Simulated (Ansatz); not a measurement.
## What a trial cell of TeMo3 relaxes into

Theory: DFT PBE, scalar-relativistic, plane waves, PAW (Ansatz). Cutoff 420 eV, Γ-centred k mesh, Gaussian smearing, no spin polarisation in the final step.

The start puts TeMo3 on the TiAl3 (D0_22) structure type (I4/mmm, No. 139), with Te in place of Ti, Mo in place of Al, at a guessed volume.

```
CELL_PARAMETERS angstrom
-2.05377 2.05377 4.58764
2.05377 -2.05377 4.58764
2.05377 2.05377 -4.58764
ATOMIC_POSITIONS crystal
Te 0.00000 0.00000 0.00000
Mo 0.50000 0.50000 0.00000
Mo 0.25000 0.75000 0.50000
Mo 0.75000 0.25000 0.50000
```

Cell and atoms relax at zero pressure; the relaxation can't lower the symmetry of the start. After a coarse first stage the cell is made exact in the group found at 0.06 Å.

Formation energies are uncorrected and refer to the elements' standard structures at the same level.

What does it relax into?

It keeps I4/mmm (No. 139). The result has the TiAl3 (D0_22) structure. Conventional cell: a = 3.869 Å, c = 9.038 Å. Around Te lie 4 Mo at 2.74 Å and 8 Mo at 2.97 Å; Mo on Wyckoff site b (1 atom of the primitive cell) is coordinated by 4 Te at 2.74 Å and 8 Mo at 2.97 Å; Mo on Wyckoff site d (2 atoms of the primitive cell) has 4 Mo at 2.74 Å, 4 Mo at 2.97 Å and 4 Te at 2.97 Å.

```cif
data_structure
_symmetry_space_group_name_H-M 'I4/mmm'
_symmetry_Int_Tables_number 139
_cell_length_a 3.8695
_cell_length_b 3.8695
_cell_length_c 9.0385
_cell_angle_alpha 90.000
_cell_angle_beta 90.000
_cell_angle_gamma 90.000
_cell_volume 135.33
loop_
_atom_site_label
_atom_site_type_symbol
_atom_site_symmetry_multiplicity
_atom_site_Wyckoff_symbol
_atom_site_fract_x
_atom_site_fract_y
_atom_site_fract_z
_atom_site_occupancy
Te1 Te 2 a 0.00000 0.00000 0.00000 1
Mo1 Mo 2 b 0.50000 0.50000 0.00000 1
Mo2 Mo 4 d 0.50000 0.00000 0.25000 1
```

What are its volume, energy, density and gap?

The volume per atom is 16.92 Å³, the density is 10.20 g/cm³ and the energy over the elements is 0.46 eV/atom. The gap on the 16×16×16 mesh is 0 eV (a metal).

The final run used a 16×16×16 mesh on its 4-atom cell and 0.10 eV smearing. The k mesh leaves about 4 meV/atom of noise in metals. Spin–orbit coupling is left out. A structure relaxed within its symmetry needn't be a true minimum.

Cost: 3 runs of about 3.9 core-minutes in all, on Arm Neoverse V1 (shared hosts).